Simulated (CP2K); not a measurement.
Crystal: TiO2.

```
CELL_PARAMETERS angstrom
4.81270 0.00000 0.00000
0.00000 4.87188 0.00000
-0.86289 0.00000 4.96659
ATOMIC_POSITIONS crystal
Ti 0.27744 0.05281 0.21315
Ti 0.72256 0.55281 0.28685
Ti 0.72256 0.94719 0.78685
Ti 0.27744 0.44719 0.71315
O 0.06384 0.17697 0.85156
O 0.93616 0.67697 0.64844
O 0.93616 0.82303 0.14844
O 0.06384 0.32303 0.35156
O 0.44536 0.75763 0.46677
O 0.55464 0.25763 0.03323
O 0.55464 0.24237 0.53323
O 0.44536 0.74237 0.96677
```

The cell comes from a database or a generator and needn't be the stable form of this composition.

Base run:

```yaml
Program: CP2K 2026.2
Functional: LDA
Potentials_or_basis: POTENTIAL_UZH Ti GTH-PBE-q12, O GTH-PBE-q6; DZVP-MOLOPT-PBE-GTH basis
Density_cutoff: 11565 eV
k_mesh: 5 × 4 × 4
Occupations: fermi-dirac, width 0.05 eV
Spin: no spin polarisation
```

Its results: band gap on the k mesh 2.23 eV, indirect (least direct gap 2.29 eV); pressure -6.7 GPa; largest force 0.134 eV/Å.

After a change of settings the same cell gave: band gap on the k mesh 2.28 eV, indirect (least direct gap 2.33 eV); pressure -1.1 GPa; largest force 0.164 eV/Å. Which change was it?
A. functional from LDA to optB88-vdW
B. functional from LDA to AM05
C. functional from LDA to HLE16
D. functional from LDA to SCAN

B.

AM05 binds less tightly than LDA, so the same cell stands under more pressure.

Caveats: the potentials were made for another functional, which shifts forces and pressure; an odd mesh through Γ misses points on the zone boundary, where band edges often lie; the basis of atomic orbitals isn't converged, which shifts pressures, moduli and gaps.

Runs at the PBE level aren't shown here.
